A crystal held at fixed size reveals, through its pressure, whether a density functional would make it larger or smaller. Here the crystal is wurtzite CdSe, with edges close to those of the real material. The same atoms in the same positions are treated with different functionals.

Plane-wave DFT with PAW potentials in Ansatz 0.2.0 for wurtzite CdSe, in a fixed 4-atom cell with edges 4.3, 4.3 and 7.02 Å and the same atomic positions throughout. All runs use an unshifted 6×6×4 k mesh and fixed occupations, without spin polarization or a dispersion correction. Pressure is positive in compression.

| functional | wave cutoff | density cutoff | pressure (GPa) |
| --- | --- | --- | --- |
| LDA | 510 eV | 2040 eV | -1.800 |
| PBE | 420 eV | 1680 eV | 3.020 |
| PBEsol | 510 eV | 2040 eV | 0.160 |
| revPBE | 510 eV | 2040 eV | 4.460 |
| RPBE | 510 eV | 2040 eV | ? |
| BLYP | 510 eV | 2040 eV | ? |

**(a) What do the sign and the order of the four known pressures mean?**

**Solution.** A positive pressure means that the cell pushes outward and would expand if released. LDA would shrink this cell, while PBE and revPBE would enlarge it. With a bulk modulus of roughly 50 GPa, a recalled value, PBE's 3.02 GPa corresponds to edges about 2 % longer. The atoms inside the cell were not relaxed, so this is only a guide. PBEsol looks balanced, but its stress is 0.77 GPa across the c axis and −1.07 GPa along it. Its small pressure is therefore an average of a push and a pull, not the sign of a relaxed cell.

The order follows from how each functional treats an uneven electron density. LDA uses only the local density. The others also use the reduced gradient s, which measures how fast the density changes on the electrons' own length scale. At each point they multiply the LDA exchange energy by an enhancement factor that grows with s. Atoms drawn apart have a more uneven density, so this factor favours a larger cell. The gradient term in correlation works the other way and cancels part of the push.

PBEsol has a weaker gradient dependence in exchange than PBE and stays closer to LDA. revPBE starts like PBE at small s, but its enhancement may climb to a higher ceiling, and the pressure rises again. That last step, 1.44 GPa, is the least certain for its size: PBE alone was run with lower cutoffs, no convergence test is at hand, and an error in PBE weighs most on the smallest step.

**(b) Predict the pressures for RPBE and BLYP.**

**Solution.** The two opposing effects suggest a simple formula, fitted to the four known rows:

pressure in GPa = −1.81 + 108 E − 207.7 C

E is the exchange enhancement minus one, taken at s = 1, a round choice for the gradients that matter. C is the gradient coefficient of correlation: 0 in LDA, 0.046 in PBEsol and 0.0667 in PBE and revPBE. Three constants on four rows leave little to test. From LDA through PBEsol to PBE, E and C also rise together, and only the step to revPBE changes E without C, though the cutoffs change there too. The sizes of their coefficients should therefore not be read as two separately measured effects.

RPBE keeps PBE's correlation, its small-gradient exchange and its ceiling, but climbs towards that ceiling faster. From its definition,

E = κ × [1 − exp(−μ/κ)] = 0.1921,

where κ = 0.804 sets the ceiling and μ = 0.2195 the rise at small gradients. The formula then gives

pressure = −1.81 + 108 × 0.1921 − 207.7 × 0.0667 ≈ 5.1 GPa

The forecast is **5.1 ± 0.5 GPa**, probably slightly above revPBE. The range allows for the choice of s, PBE's cutoffs and the thin fit.

BLYP is harder, because no known row contains its LYP correlation. With PBE's C as a stand-in, the formula gives about 3.6 GPa. LYP does not reproduce the uniform electron gas and tends to bind extended solids too weakly. General experience also has BLYP lattices of semiconductors about as long as those of RPBE, or longer. I therefore add 2.0 GPa, an amount that is judged and not calculated. The forecast is **5.6 ± 1.3 GPa**, probably above revPBE, with the order relative to RPBE left open.

**(c) Compare the forecasts with the computed values. What has been learnt?**

The withheld rows as computed:

| functional | wave cutoff | density cutoff | pressure (GPa) |
| --- | --- | --- | --- |
| RPBE | 510 eV | 2040 eV | 5.000 |
| BLYP | 510 eV | 2040 eV | 5.920 |

**Solution.** RPBE comes out at 5.00 GPa, so the forecast was 0.09 GPa too high and well inside its range. It lies above revPBE, as expected. This row was not part of the fit, and it supports a useful rule: when correlation stays the same, the exchange that rises more at moderate gradients pushes the cell outward more. PBE, revPBE and RPBE follow that order. A line through the four known rows that used exchange alone would have put RPBE 1.14 GPa too low, and a likely reason is that it ignores that LDA and PBEsol also differ from PBE and revPBE in correlation. The choice of s = 1 may add to the miss.

BLYP comes out at 5.92 GPa, the highest pressure in the table. The forecast was 0.35 GPa too low, again inside its range, but the credit belongs to the added 2.0 GPa. Without it the formula misses by 2.35 GPa, more than the whole step from PBE to revPBE. Knowledge of how BLYP behaves in other solids rescued a formula that did not cover this case.

Nor does the hit prove that LYP correlation causes the whole gap. BLYP's exchange, due to Becke, also has a different shape. At s = 1 its excess over PBE is only 0.4 times that of revPBE. At s = 0.5 it is 4.7 times that of revPBE, because revPBE has hardly left PBE there while Becke's exchange already has. A formula that looks only at s = 1 misses this difference in shape. A run with Becke exchange and PBE correlation would separate the two causes; the table has none. The fits and both forecasts are printed below.

Output of the analysis:

```
fit of pressure on 4 rows: constant -1.812 +/- 0.078, coefficient of enh 108 +/- 4.5, coefficient of bcorr -207.7 +/- 12; rms 0.0392, worst PBE -0.059, leave-one-out rms 0.29
  rows outside the fit (model, value, miss): RPBE 5.085, 5, 0.085; BLYP 3.57, 5.92, -2.35
fit of pressure on 4 rows: constant -2.242 +/- 0.9, coefficient of enh 31.77 +/- 6.5; rms 0.678, worst PBEsol 0.999, leave-one-out rms 2.05
  rows outside the fit (model, value, miss): RPBE 3.861, 5, -1.14; BLYP 3.416, 5.92, -2.5
Enhancement at s of 1 and rough edge change for a bulk modulus of 50 GPa:
     row  enhancement minus one  edge change in percent
     LDA                      0                    -1.2
     PBE                 0.1724                   2.013
  PBEsol                 0.1071                  0.1067
  revPBE                 0.1866                   2.973
    RPBE                 0.1921                   3.333
    BLYP                 0.1781                   3.947
Step LDA to PBEsol in GPa: 1.96
Step PBEsol to PBE in GPa: 2.86
Step PBE to revPBE in GPa: 1.44
PBEsol stress across c less stress along c in GPa: 1.842
RPBE less PBE enhancement over revPBE less PBE at s of 0.5: 1.408
The same RPBE ratio at s of 1: 1.387
The same RPBE ratio at s of 2: 1.203
Becke less PBE enhancement over revPBE less PBE at s of 0.5: 4.724
The same Becke ratio at s of 1: 0.398
RPBE forecast in GPa with bar 0.5: 5.085
RPBE forecast less computed in GPa: 0.085
BLYP forecast in GPa with bar 1.3: 5.57
BLYP forecast less computed in GPa: -0.3495
BLYP less RPBE computed in GPa: 0.92
```
